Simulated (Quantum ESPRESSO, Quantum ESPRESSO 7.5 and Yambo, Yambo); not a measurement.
## A GW chain in Yambo: GaP (F-43m)

Wanted: ground state, empty states, screening and self-energy for GaP (F-43m).

Calculated with Quantum ESPRESSO 7.5 and Yambo 5.3.0; PBE and many-body steps on it, plane waves.

**What was measured.**

- Gap 2.25 ± 0.04 eV: optical gap from Tauc plot (fundamental, indirect); spectroscopic ellipsometry, Tauc-Lorentz fit and Tauc plot; 300 K; film (GaP layer on Si reference sample) on Si (“Assessment of GaPSb/Si tandem material association properties for photoelectrochemical cells”, 2020, arxiv:2002.02774).

Most raw output is cut from this account.

### 1. The structure

The structure is cubic, space group F-43m (No. 216). Conventional cell: a = 5.450 Å, b = 5.450 Å, c = 5.450 Å, α = 90.00°, β = 90.00°, γ = 90.00°. Nearest to Ga lie 4 P at 2.36 Å. P has 4 Ga at 2.36 Å nearest. Farther neighbours are not listed.

The cell and positions come from the Crystallography Open Database and are kept as given unless a step says otherwise.

### 2. Ground state

This step: Quantum ESPRESSO 7.5; DFT, PBE, plane waves, norm-conserving pseudopotentials.

The ground-state density comes first.

pw.in

```
&control
  calculation = 'scf'
  prefix = 'x'
  outdir = 'o'
  pseudo_dir = 'pseudo'
/
&system
  ibrav = 0
  nat = 2
  ntyp = 2
  ecutwfc = 72.0
  nbnd = 14
  force_symmorphic = .true.
/
&electrons
  conv_thr = 1e-10
  electron_maxstep = 80
  mixing_beta = 0.5
/
ATOMIC_SPECIES
  Ga 69.723 Ga.upf
  P 30.974 P.upf
CELL_PARAMETERS angstrom
  0.0000000000 2.7252500000 2.7252500000
  2.7252500000 0.0000000000 2.7252500000
  2.7252500000 2.7252500000 0.0000000000
ATOMIC_POSITIONS crystal
  Ga 0.0000000000 0.0000000000 0.0000000000
  P 0.2500000000 0.2500000000 0.2500000000
K_POINTS automatic
  6 6 6 0 0 0
```

On the command line:

```bash
$ OMP_NUM_THREADS=1 mpirun -n 8 pw.x -nk 8 -in pw.in > pw.out
```

The job ended after 2.6 s (8 MPI ranks of Arm Neoverse V1, shared host; peak memory 0.43 GiB; 20 s of CPU time).

Numbers from this step:

| Property | Result |
| --- | --- |
| total energy | -2270.1829 eV |
| gap | 1.653 eV |
| k of the valence top | 0, 0, 0 |
| k of the conduction bottom | 0, -0.5, -0.5 |
| least direct gap | 1.817 eV |

The gap is indirect, with the least direct gap 0.16 eV higher.

### 3. Bands along the symmetry lines

The cheap functional maps the bands first; the places of the edges decide which points the dearer methods must see.

pw.in

```
&control
  calculation = 'bands'
  prefix = 'x'
  outdir = 'o'
  pseudo_dir = 'pseudo'
/
&system
  ibrav = 0
  nat = 2
  ntyp = 2
  ecutwfc = 72.0
  nbnd = 15
  force_symmorphic = .true.
/
&electrons
  conv_thr = 1e-9
  electron_maxstep = 80
  diago_full_acc = .true.
  diago_thr_init = 5e-6
/
ATOMIC_SPECIES
  Ga 69.723 Ga.upf
  P 30.974 P.upf
CELL_PARAMETERS angstrom
  0.0000000000 2.7252500000 2.7252500000
  2.7252500000 0.0000000000 2.7252500000
  2.7252500000 2.7252500000 0.0000000000
ATOMIC_POSITIONS crystal
  Ga 0.0000000000 0.0000000000 0.0000000000
  P 0.2500000000 0.2500000000 0.2500000000
K_POINTS crystal
  50
  0.00000000 0.00000000 0.00000000 1
  -0.06250000 -0.06250000 0.00000000 1
  -0.12500000 -0.12500000 0.00000000 1
  -0.18750000 -0.18750000 0.00000000 1
  -0.25000000 -0.25000000 0.00000000 1
  -0.31250000 -0.31250000 0.00000000 1
  -0.37500000 -0.37500000 0.00000000 1
  -0.43750000 -0.43750000 0.00000000 1
  -0.50000000 -0.50000000 0.00000000 1
  -0.48437500 -0.48437500 0.03125000 1
  -0.46875000 -0.46875000 0.06250000 1
  -0.45312500 -0.45312500 0.09375000 1
  -0.43750000 -0.43750000 0.12500000 1
  -0.42187500 -0.42187500 0.15625000 1
  -0.40625000 -0.40625000 0.18750000 1
  -0.39062500 -0.39062500 0.21875000 1
  -0.37500000 -0.37500000 0.25000000 1
  -0.37500000 0.00000000 0.37500000 1
  -0.32812500 0.00000000 0.32812500 1
  -0.28125000 0.00000000 0.28125000 1
  -0.23437500 0.00000000 0.23437500 1
  -0.18750000 0.00000000 0.18750000 1
  -0.14062500 0.00000000 0.14062500 1
  -0.09375000 0.00000000 0.09375000 1
  -0.04687500 0.00000000 0.04687500 1
  0.00000000 0.00000000 0.00000000 1
  0.00000000 0.00000000 0.06250000 1
  0.00000000 0.00000000 0.12500000 1
  0.00000000 0.00000000 0.18750000 1
  0.00000000 0.00000000 0.25000000 1
  0.00000000 0.00000000 0.31250000 1
  0.00000000 0.00000000 0.37500000 1
  0.00000000 0.00000000 0.43750000 1
  -0.00000000 -0.00000000 0.50000000 1
  -0.06250000 -0.03125000 0.46875000 1
  -0.12500000 -0.06250000 0.43750000 1
  -0.18750000 -0.09375000 0.40625000 1
  -0.25000000 -0.12500000 0.37500000 1
  -0.31250000 -0.15625000 0.34375000 1
  -0.37500000 -0.18750000 0.31250000 1
  -0.43750000 -0.21875000 0.28125000 1
  -0.50000000 -0.25000000 0.25000000 1
  -0.50000000 -0.28125000 0.21875000 1
  -0.50000000 -0.31250000 0.18750000 1
  -0.50000000 -0.34375000 0.15625000 1
  -0.50000000 -0.37500000 0.12500000 1
  -0.50000000 -0.40625000 0.09375000 1
  -0.50000000 -0.43750000 0.06250000 1
  -0.50000000 -0.46875000 0.03125000 1
  -0.50000000 -0.50000000 0.00000000 1
```

Wall time 2.8 s (8 MPI ranks); peak memory 0.4 GiB; 21 s of CPU time.

Numbers from this step:

```
gap                        : 1.593 eV
k of the valence top       : 0, 0, 0
k of the conduction bottom : -0.4375, -0.4375, 0
least direct gap           : 1.817 eV
```

The gap is 1.593 eV, −0.060 eV from the run before at this level.

The electronic bands at the labelled points (eV, zero at the top of the highest filled band):

| point | band 6 | band 7 | band 8 | band 9 | band 10 | band 11 | band 12 | band 13 |
| --- | --- | --- | --- | --- | --- | --- | --- | --- |
| Γ | -12.49 | 0.00 | 0.00 | 0.00 | 1.82 | 3.89 | 3.89 | 3.89 |
| halfway | -11.46 | -3.68 | -1.68 | -1.68 | 2.18 | 3.72 | 6.74 | 6.74 |
| X | -9.53 | -6.75 | -2.68 | -2.68 | 1.65 | 1.82 | 10.57 | 10.57 |
| halfway | -9.51 | -6.70 | -3.24 | -2.57 | 1.85 | 2.75 | 9.51 | 9.66 |
| U | -9.57 | -6.55 | -3.94 | -2.25 | 2.19 | 4.80 | 8.23 | 8.26 |
| jump to K | -9.57 | -6.55 | -3.94 | -2.25 | 2.19 | 4.80 | 8.23 | 8.26 |
| halfway | -11.36 | -4.24 | -2.45 | -0.66 | 3.28 | 4.99 | 5.00 | 5.87 |
| Γ | -12.49 | 0.00 | 0.00 | 0.00 | 1.82 | 3.89 | 3.89 | 3.89 |
| halfway | -11.72 | -3.88 | -0.66 | -0.66 | 2.15 | 4.74 | 4.74 | 6.35 |
| L | -10.43 | -6.63 | -1.12 | -1.12 | 1.67 | 4.72 | 4.72 | 8.29 |
| halfway | -10.02 | -6.42 | -3.19 | -1.93 | 3.45 | 4.30 | 6.45 | 7.91 |
| W | -9.44 | -6.55 | -3.58 | -3.42 | 4.70 | 4.86 | 6.10 | 6.15 |
| halfway | -9.49 | -6.66 | -3.16 | -3.09 | 2.77 | 2.94 | 8.49 | 8.58 |
| X | -9.53 | -6.75 | -2.68 | -2.68 | 1.65 | 1.82 | 10.57 | 10.57 |

### 4. Empty states on the mesh, 4×4×4 mesh, 100 bands

The sums over transitions need many empty states on a uniform mesh; this step solves for them.

pw.in

```
&control
  calculation = 'nscf'
  prefix = 'x'
  outdir = 'o'
  pseudo_dir = 'pseudo'
/
&system
  ibrav = 0
  nat = 2
  ntyp = 2
  ecutwfc = 72.0
  nbnd = 100
  force_symmorphic = .true.
/
&electrons
  conv_thr = 1e-9
  electron_maxstep = 80
  diago_full_acc = .true.
  diago_thr_init = 5e-6
/
ATOMIC_SPECIES
  Ga 69.723 Ga.upf
  P 30.974 P.upf
CELL_PARAMETERS angstrom
  0.0000000000 2.7252500000 2.7252500000
  2.7252500000 0.0000000000 2.7252500000
  2.7252500000 2.7252500000 0.0000000000
ATOMIC_POSITIONS crystal
  Ga 0.0000000000 0.0000000000 0.0000000000
  P 0.2500000000 0.2500000000 0.2500000000
K_POINTS automatic
  4 4 4 0 0 0
```

On the command line:

```bash
$ OMP_NUM_THREADS=1 mpirun -n 8 pw.x -nk 4 -in pw.in > pw.out
```

Wall time 3.3 s (8 MPI ranks); peak memory 0.4 GiB; 25 s of CPU time.

This step gave:

| Item | Value |
| --- | --- |
| gap | 1.653 eV |
| k of the valence top | 0, 0, 0 |
| k of the conduction bottom | 0, -0.5, -0.5 |
| least direct gap | 1.817 eV |
| k points computed | 8 |
| lowest point of the top converged band, above the valence top | 88.9156 eV |

On this mesh the gap is 1.653 eV.

### 5. Conversion and set-up

This step: Yambo 5.3.0; conversion and set-up on PBE, plane waves, norm-conserving pseudopotentials.

The states are converted to the many-body program's format and the q mesh is built.

On the command line:

```bash
$ (cd o/x.save; p2y > p2y.log; mv SAVE ../..); yambo > setup.log
```

The job ended after 2.6 s (1 MPI rank; peak memory 0.24 GiB).

### 6. Screening and self-energy, 4×4×4 mesh, 100 bands, screening to 129.3 eV

Now the one-shot GW correction: screening in the RPA, then the self-energy of the levels asked for.

This step: G0W0 on PBE, plane waves, norm-conserving pseudopotentials.

gw1.in

```
HF_and_locXC
gw0
dyson
ppa
em1d
rim_cut
RandQpts= 1000000
RandGvec= 1 RL
EXXRLvcs= 72 Ry
VXCRLvcs= 288 Ry
Chimod= "HARTREE"
% BndsRnXp
 1 | 100 |
%
NGsBlkXp= 9.5 Ry
% LongDrXp
 1 | 1 | 1 |
%
% GbndRnge
 1 | 100 |
%
DysSolver= "n"
ExtendOut
PPAPntXp= 27.21138 eV
% QPkrange
 1 | 8 | 7 | 13 |
%
```

On the command line:

```bash
$ OMP_NUM_THREADS=1 mpirun -n 8 yambo -F gw1.in -J gw1 -C gw1 > gw1.log
```

It took 1.7 min on 8 MPI ranks; peak memory 2.8 GiB; 13 min of CPU time.

This step gave:

```yaml
g0w0_gap_on_the_mesh: 2.150 eV
starting_gap_on_the_mesh: 1.653 eV
k_of_the_valence_top: 0, 0, 0
k_of_the_conduction_bottom: 0, -0.5, -0.5
least_direct_g0w0_gap_on_the_computed_points: 2.352 eV
z_at_the_valence_top: 0.7859
z_at_the_conduction_bottom: 0.8102
```

The gap on the mesh goes from 1.65 eV to 2.15 eV, a correction of +0.50 eV.

Limits: finite bands, cutoff and mesh; exchange with frozen shells missing; no spin-orbit coupling; coarse k mesh. v1 is the top filled band, c1 the lowest empty one. Levels before and after the correction, in eV, zero at the valence-band top of each column:

|  | conduction bottom | valence top |
| --- | --- | --- |
| Kohn-Sham | 1.65 | 0.00 |
| G0W0 | 2.15 | 0.00 |

|  | level | energy (eV) |
| --- | --- | --- |
| Kohn-Sham | Γ v3-v1 | 0.000 |
| Kohn-Sham | Γ c1 | 1.817 |
| Kohn-Sham | Γ c2-c4 | 3.887 |
| Kohn-Sham | (0 -0.5 -0.5) v3 | -6.755 |
| Kohn-Sham | (0 -0.5 -0.5) v2-v1 | -2.683 |
| Kohn-Sham | (0 -0.5 -0.5) c1 | 1.653 |
| Kohn-Sham | (0 -0.5 -0.5) c2 | 1.822 |
| Kohn-Sham | (0 -0.5 -0.5) c3-c4 | 10.575 |
| G0W0 | Γ v3-v1 | 0.000 |
| G0W0 | Γ c1 | 2.352 |
| G0W0 | Γ c2-c4 | 4.340 |
| G0W0 | (0 -0.5 -0.5) v3 | -7.094 |
| G0W0 | (0 -0.5 -0.5) v2-v1 | -3.034 |
| G0W0 | (0 -0.5 -0.5) c1 | 2.150 |
| G0W0 | (0 -0.5 -0.5) c2 | 2.436 |
| G0W0 | (0 -0.5 -0.5) c3-c4 | 11.025 |

### 7. Where the time went

Times are wall times on the hardware named with each run, good to a factor of about two.

| step | time | share | memory (GiB) |
| --- | --- | --- | --- |
| ground state | 2.6 s | 2 % | 0.43 |
| bands along the symmetry lines | 2.8 s | 2 % | 0.4 |
| empty states on the mesh | 3.3 s | 3 % | 0.4 |
| conversion and set-up | 2.6 s | 2 % | 0.24 |
| screening and self-energy | 1.7 min | 90 % | 2.8 |

### 8. Summary of results

* PBE gap: 1.59 eV, indirect
* G0W0 gap on the mesh: 2.15 eV
* G0W0 gap over the zone (rigid shift): 2.09 eV
* GW settings: 4×4×4 mesh, 100 bands, screening to 129.3 eV, Godby-Needs plasmon pole
* known limits: not at the basis limit; exchange with frozen shells missing; no spin-orbit coupling; coarse k mesh

What this shows: G0W0 moves the gap on the mesh from 1.65 eV to 2.15 eV (+0.50 eV), with Z of 0.79 and 0.81 at the edges. The mesh misses the band edges by 0.06 eV in all; a rigid shift gives 2.09 eV for the zone. The dearest step here is «screening and self-energy». Against experiment, by G0W0@PBE: the gap of 2.09 eV lies −0.16 eV from the measured 2.25 ± 0.04 eV (indirect, 300 K, on Si, 2020). The calculation has static nuclei and no excitons; a measured gap holds zero-point and thermal motion, which mostly lowers it. Bands and cutoff are finite, so the gap is not at the basis limit. The miss can reach some tenths of an eV and take either sign; the mesh is an error of its own. A denser mesh or path gives a starting gap of 1.59 eV: the GW mesh misses a band edge, so its gaps are not the fundamental one. The 4×4×4 mesh is coarse for this cell, which bears on the long-range parts of exchange and screening. The norm-conserving file of at least one element keeps a d shell over frozen s and p shells of the same row. Exchange with those shells is missing from the self-energy, an error of 0.3 to 0.9 eV in cases checked, whose sign depends on which edge lies on those atoms. The many-body steps are scalar-relativistic: spin-orbit coupling is not in them.

[Paths, hosts, dates, memory and timing lines, banners, echoed tables and standing remarks are left out of the program output.]

[Logs are printed without paths, hosts, clocks, repeated set-up lines and the standing remarks that a program may print on its own settings, such as how far it seeks lower states.]

[Runs of the session that timed out or met a known fault of the program may be left out.]

[Hosts, paths, dates, database ids (printed as entryN), source tags and the programs' standing remarks are cut or masked in the printed files.]
